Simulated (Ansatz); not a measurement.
B, fcc: how the functional moves the structure

All rows: Ansatz, plane waves with scalar-relativistic PAW, 420 eV (500 eV for the SCAN forms), relaxed under each functional, no dispersion correction, no zero-point motion. B₀ comes from uniform scaling at fixed shape; a dash is a value not given.

| functional | V (Å³/atom) | cell | B₀ (GPa) | magnetic state | ΔE to alpha-rhombohedral (B12) (meV/atom) |
| --- | --- | --- | --- | --- | --- |
| PBE | 5.89 | a = 2.866 Å | 271 | spin not included | 1356 |
| r²SCAN | 5.82 | a = 2.855 Å | 280 | spin not included | 1460 |
| PBEsol | 5.82 | a = 2.856 Å | 280 | spin not included | 1287 |
| LDA | 5.70 | a = 2.835 Å | 291 | spin not included | 1352 |
| revPBE | 5.96 | a = 2.878 Å | 264 | spin not included | 1345 |
| RPBE | 5.98 | a = 2.881 Å | 263 | spin not included | 1345 |
| BLYP | 6.07 | a = 2.896 Å | 238 | spin not included | 1676 |

LDA gives the smallest volume and BLYP the largest.
